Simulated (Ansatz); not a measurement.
## Relaxing Sn

These are results of DFT r2SCAN, scalar-relativistic, plane waves, PAW in Ansatz, not measurements. Settings: 500 eV cutoff, 12×12×12 k-mesh, Gaussian smearing of 0.10 eV, no spin polarisation.

What was changed: relaxed at 2 GPa.

Command:

```bash
ansatz run input.yaml --threads 1 --pin off --max-ram 2560MiB --backend cpu --events-out ev --progress --plain --runs-dir out
```

Input:

```yaml
crystal:
  lattice:
    - [0.0, 3.2616680793, 3.2616680793]
    - [3.2616680793, 0.0, 3.2616680793]
    - [3.2616680793, 3.2616680793, 0.0]
  atoms:
    - { symbol: Sn, position: [0.0, 0.0, 0.0] }
    - { symbol: Sn, position: [0.25, 0.25, 0.25] }
basis:
  ecutwfc: 500
kpoints:
  mp_grid: { grid: [12, 12, 12] }
hamiltonian:
  xc: r2scan
scf:
  occupations: { method: gaussian, width: 0.1 }
output:
  forces: true
  stress: true
  eigenvalues: true
relax:
  adjacent_minimum: "off"
  f_tol: 0.008
  max_steps: 50
  cell: { stress_tol: 0.08, p_target: 2.0 }
```

F is the free energy. Steps run on the plane waves of an earlier cell, but the last one, and at times one on the way, on a freshly chosen basis, so a repeated geometry can differ a little in energy. The relaxation lowers the enthalpy F + PV at the target pressure, so F itself can rise.

Steps:

```tsv
step	F − F(1) (eV)	largest force component (eV/Å)	V (Å³/atom)	P (GPa)
1	0.0000	0.000	34.699	0.89
2	0.0320	0.000	33.339	2.97
3	0.0131	0.000	33.958	1.96
4	0.0131	0.000	33.958	1.96
```

Relaxed structure:

```
CELL_PARAMETERS angstrom
0.00000 3.23827 3.23827
3.23827 0.00000 3.23827
3.23827 3.23827 0.00000
ATOMIC_POSITIONS crystal
Sn 0.00000 0.00000 0.00000
Sn 0.25000 0.25000 0.25000
```

Symmetry: Fd-3m, No. 227, cubic system. The conventional cell has a = 6.477 Å, b = 6.477 Å, c = 6.477 Å, α = 90.00°, β = 90.00°, γ = 90.00°. Sn (site symmetry -43m) is surrounded by 4 Sn at 2.80 Å.

The run converged. It took 80 s on 1 thread of Intel(R) Xeon(R) Processor @ 2.50GHz (Skylake/Cascade Lake), on a shared host, peak memory 0.64 GiB.